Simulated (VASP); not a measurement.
# Li (Fm-3m) in VASP: notebook, part 2 of 2

VASP 6.6.1. The steps go on from the part before.

**4. Density of states, LDA**

The input, POSCAR:

```
Li
1.0
    0.0000000000      2.1668323349      2.1668323349
    2.1668323349      0.0000000000      2.1668323349
    2.1668323349      2.1668323349      0.0000000000
Li
1
Direct
    0.0000000000      0.0000000000      0.0000000000
```

The input, INCAR.step1:

```
PREC = Accurate
ENCUT = 520
EDIFF = 1E-6
ISMEAR = -1
SIGMA = 0.08
LREAL = F
LASPH = T
NELM = 100
ALGO = Normal
ISIF = 2
LWAVE = F
LCHARG = T
NBANDS = 8
```

The input, KPOINTS.step1:

```
Automatic mesh
0
Gamma
  16 16 16
```

The input, INCAR.step2:

```
PREC = Accurate
ENCUT = 520
EDIFF = 1E-6
ISMEAR = -5
SIGMA = 0.08
LREAL = F
LASPH = T
NELM = 100
ALGO = Normal
ISIF = 2
LWAVE = F
LCHARG = F
LORBIT = 11
NEDOS = 1001
ICHARG = 11
```

The input, KPOINTS.step2:

```
Automatic mesh
0
Gamma
  24 24 24
```

Potentials or basis: VASP PAW LDA potentials, release 64 (Li_sv).

Started as:

```sh
$ cat potpaw_LDA.64/Li_sv/POTCAR > POTCAR
$ cp INCAR.step1 INCAR
$ cp KPOINTS.step1 KPOINTS
$ mpirun -np 1 vasp_std > vasp.out
$ cp INCAR.step2 INCAR
$ cp KPOINTS.step2 KPOINTS
$ mpirun -np 1 vasp_std > vasp.out
```

It took 59 s on 1 thread of AMD EPYC, shared host; peak memory 0.11 GiB.

It converged, with:

| Item | Value |
| --- | --- |
| Valence electrons inside the program's atomic spheres | Li 2.08 |

Levels at points of the mesh, in eV from the Fermi level:
```tsv
k point	band 1	band 2	band 3	band 4	band 5
(0.00, 0.00, 0.00)	-45.64	-3.50	14.07	14.07	14.07
(0.50, 0.00, 0.00)	-45.62	-0.03	2.94	12.38	12.38
(0.50, 0.50, 0.00)	-45.62	1.49	4.74	8.29	8.29
```

States per cell in windows of 1 eV (zero at the Fermi level; states under -8 eV left out):
```csv
from (eV),total,Li1_p,Li1_s,Li1_d
-8.0,0.00,0.00,0.00,0.00
-7.0,0.00,0.00,0.00,0.00
-6.0,0.00,0.00,0.00,0.00
-5.0,0.00,0.00,0.00,0.00
-4.0,0.05,0.00,0.00,0.00
-3.0,0.21,0.00,0.02,0.00
-2.0,0.33,0.01,0.02,0.00
-1.0,0.42,0.03,0.02,0.00
0.0,0.47,0.05,0.01,0.00
1.0,0.38,0.05,0.00,0.00
2.0,0.16,0.02,0.00,0.00
3.0,0.61,0.06,0.03,0.00
4.0,0.44,0.05,0.01,0.00
5.0,0.40,0.05,0.01,0.00
6.0,0.50,0.06,0.02,0.00
7.0,0.52,0.08,0.02,0.00
```

Caveat: the cutoff is under 1.25 times the usual one of these potentials, so pressure, stress and relaxed cells hold a basis-set (Pulay) error; tetrahedron occupations give inexact forces and stress in metals.

**5. Electric field gradients, LDA (volume scaled by 1.04, crystal datasets)**

The input, INCAR:

```
ALGO     = Normal         # electronic algorithm
EDIFF    = 1E-8           # SCF threshold, eV
ENCUT    = 520            # plane-wave cutoff, eV
GGA      = CA             # functional
ISIF     = 2              # what is computed and relaxed
ISMEAR   = -1             # smearing method
LASPH    = True           # aspherical terms in the spheres
LCHARG   = False          # write CHGCAR
LEFG     = True         
LREAL    = False          # projectors in reciprocal space
LWAVE    = False          # write WAVECAR
NBANDS   = 8              # bands
NELM     = 80             # most SCF steps
PREC     = Accurate       # precision mode
SIGMA    = 0.08           # smearing width, eV
```

The input, KPOINTS:

```
k-points
0
Gamma
  16 16 16
```

The input, POSCAR:

```
Li
1.0
    0.0000000000      2.1953465566      2.1953465566
    2.1953465566      0.0000000000      2.1953465566
    2.1953465566      2.1953465566      0.0000000000
Li
1
Direct
    0.0000000000      0.0000000000      0.0000000000
```

Potentials or basis: VASP PAW LDA potentials, release 64 (Li_sv).

Started as:

```sh
$ cat potpaw_LDA.64/Li_sv/POTCAR > POTCAR
$ mpirun -np 1 vasp_std > vasp.out
```

OUTCAR:

```text
EDIFF = 1E-8
   ENCUT = 520
   GGA = CA
   ISIF = 2
   ISMEAR = -1
   LASPH = True
   LREAL = False
   NELM = 80
   PREC = Accurate

 ion  position               nearest neighbor table
   1  0.000  0.000  0.000-

  LATTYP: Found a face centered cubic cell.
 ALAT       =     4.3906931132

  Lattice vectors:

 A1 = (   0.0000000000,   2.1953465566,   2.1953465566)
 A2 = (   2.1953465566,   0.0000000000,   2.1953465566)
 A3 = (   2.1953465566,   2.1953465566,   0.0000000000)

Analysis of symmetry for initial positions (statically):
=====================================================================
 Subroutine PRICEL returns:
 Original cell was already a primitive cell.

 Routine SETGRP: Setting up the symmetry group for a
 face centered cubic supercell.

 Subroutine GETGRP returns: Found 48 space group operations
 (whereof 48 operations were pure point group operations)
 out of a pool of 48 trial point group operations.

The static configuration has the point symmetry O_h .

Analysis of symmetry for dynamics (positions and initial velocities):
=====================================================================
 Subroutine PRICEL returns:
 Original cell was already a primitive cell.

 Routine SETGRP: Setting up the symmetry group for a
 face centered cubic supercell.

 Subroutine GETGRP returns: Found 48 space group operations
 (whereof 48 operations were pure point group operations)
 out of a pool of 48 trial point group operations.

The dynamic configuration has the point symmetry O_h .

[... 152 lines left out ...]
  band No.  band energies     occupation
      1     -45.2239      2.00000
      2      -2.9590      2.00000
      3      14.1681      0.00000
      4      14.1681      0.00000
      5      14.1681      0.00000
      6      18.2305      0.00000
      7      18.2305      0.00000
      8      18.2305      0.00000
[... 243 lines left out ...]
 k-point    24 :      -0.0625    0.0625    0.0000
  band No.  band energies     occupation
      1     -45.2224      2.00000
      2      -2.7791      2.00000
      3      12.8736      0.00000
      4      13.0746      0.00000
      5      14.2269      0.00000
      6      17.2270      0.00000
      7      18.4734      0.00000
      8      19.5189      0.00000

 [... further k-points ...]

------------------------ aborting loop because EDIFF is reached ----------------------------------------

  FORCE on cell =-STRESS in cart. coord.  units (eV):
  Direction    XX          YY          ZZ          XY          YZ          ZX
  --------------------------------------------------------------------------------------
  -------------------------------------------------------------------------------------
  Total       -0.1937852     -0.1937852     -0.1937852      0.0000000      0.0000000      0.0000000
  in kB      -14.6720888    -14.6720888    -14.6720888      0.0000000      0.0000000      0.0000000
  external PRESSURE =     -14.6720888 kB  Pullay stress =       0.0000000 kB

 VOLUME and BASIS-vectors are now :
 -----------------------------------------------------------------------------
  energy-cutoff  :      520.00
  volume of cell :       21.16
      direct lattice vectors                 reciprocal lattice vectors
     0.000000000  2.195346557  2.195346557    -0.227754474  0.227754474  0.227754474
     2.195346557  0.000000000  2.195346557     0.227754474 -0.227754474  0.227754474
     2.195346557  2.195346557  0.000000000     0.227754474  0.227754474 -0.227754474

 POSITION                                       TOTAL-FORCE (eV/Angst)
 -----------------------------------------------------------------------------------
      0.00000      0.00000      0.00000        -0.000000      0.000000      0.000000
 -----------------------------------------------------------------------------------
    total drift:                               -0.000000     -0.000000     -0.000000

  FREE ENERGIE OF THE ION-ELECTRON SYSTEM (eV)
  ---------------------------------------------------
  free  energy   TOTEN  =        -2.0431423705 eV

  energy  without entropy=       -2.0335523809  energy(sigma->0) =       -2.03834738

 Electric field gradients (V/A^2)
---------------------------------------------------------------------
 ion       V_xx      V_yy      V_zz      V_xy      V_xz      V_yz
---------------------------------------------------------------------
   1       0.000    -0.000    -0.000     0.001     0.001     0.001
---------------------------------------------------------------------

 Electric field gradients after diagonalization (V/A^2)
 (convention: |V_zz| > |V_xx| > |V_yy|)
----------------------------------------------------------------------
 ion       V_xx      V_yy      V_zz     asymmetry (V_yy - V_xx)/ V_zz
----------------------------------------------------------------------
   1      -0.001    -0.001     0.002       0.000
----------------------------------------------------------------------

           NMR quadrupolar parameters

 Cq : quadrupolar parameter    Cq=e*Q*V_zz/h
 eta: asymmetry parameters     (V_yy - V_xx)/ V_zz
 Q  : nuclear electric quadrupole moment in mb (millibarn)
----------------------------------------------------------------------
 ion       Cq(MHz)       eta       Q (mb)
----------------------------------------------------------------------
   1       0.000       0.000       1.000
----------------------------------------------------------------------
```

OSZICAR:

```text
N       E                     dE             d eps       ncg     rms          rms(c)
DAV:   1    -0.169138850604E+00   -0.16914E+00   -0.71143E+02  2344   0.256E+02
DAV:   2    -0.201499677047E+01   -0.18459E+01   -0.18024E+01  3304   0.349E+01
DAV:   3    -0.204427674343E+01   -0.29280E-01   -0.29274E-01  2728   0.349E+00
DAV:   4    -0.204479938163E+01   -0.52264E-03   -0.52264E-03  3600   0.335E-01
DAV:   5    -0.204480008909E+01   -0.70745E-06   -0.70743E-06  2808   0.119E-02    0.249E-01
DAV:   6    -0.204369649120E+01    0.11036E-02   -0.37273E-04  4008   0.774E-02    0.139E-01
DAV:   7    -0.204314022128E+01    0.55627E-03   -0.81522E-04  3944   0.120E-01    0.278E-02
DAV:   8    -0.204314212473E+01   -0.19035E-05   -0.15903E-05  2624   0.272E-02    0.134E-03
DAV:   9    -0.204314233568E+01   -0.21095E-06   -0.32062E-07  3504   0.467E-03    0.539E-04
DAV:  10    -0.204314237477E+01   -0.39091E-07   -0.45025E-08  3120   0.115E-03    0.253E-04
DAV:  11    -0.204314237046E+01    0.43086E-08   -0.21119E-09  1592   0.296E-04
   1 F= -.20431424E+01 E0= -.20383474E+01  d E =-.958999E-02
```

Wall time 32 s (1 thread of AMD EPYC, shared host); peak memory 0.1 GiB.

Results:

```
Free energy            : -2.0431 eV
Band gap on the k mesh : none (metal or under the smearing width)
```

Levels at points of the mesh, in eV from the Fermi level:
```csv
k point,band 1,band 2,band 3,band 4,band 5,band 6,band 7
"(0.00, 0.00, 0.00)",-45.70,-3.44,13.69,13.69,13.69,17.75,17.75
"(0.50, 0.00, 0.00)",-45.69,0.00,2.83,12.05,12.05,16.17,16.17
"(0.50, 0.50, 0.00)",-45.68,1.47,4.61,8.08,8.08,10.41,14.76
```

Electric field gradients, principal values (V/Å²):
| atom | Vxx | Vyy | Vzz |
| --- | --- | --- | --- |
| 1 Li | -0.001 | -0.001 | 0.002 |

Caveat: the cutoff is under 1.25 times the usual one of these potentials, so pressure, stress and relaxed cells hold a basis-set (Pulay) error.

**6. Overview**

```csv
task,level,potentials or basis,cell,k mesh for the DOS,occupations for the DOS,gap on the mesh (eV)
electric field gradients,PBE,"VASP PAW PBE potentials, release 64 (Li_sv)",as given,-,-,none
electric field gradients,PBEsol,"VASP PAW PBE potentials, release 64 (Li_sv)",as given,-,-,none
density of states,LDA,"VASP PAW LDA potentials, release 64 (Li_sv)",as given,24 × 24 × 24,tetrahedron,-
electric field gradients,LDA,"VASP PAW LDA potentials, release 64 (Li_sv)","volume scaled by 1.04, crystal datasets",-,-,none
```

Alike in all rows: no spin polarisation; k mesh 16 × 16 × 16; cutoff (eV) 520; smearing fermi-dirac 0.08 eV.

Caveats: the cutoff is under 1.25 times the usual one of these potentials, so pressure, stress and relaxed cells hold a basis-set (Pulay) error; the PAW data sets were made with another functional, which shifts forces and pressure a little (some runs); tetrahedron occupations give inexact forces and stress in metals (some runs).

Total energies depend on the potentials used, so only differences within one code and one set of settings carry meaning.
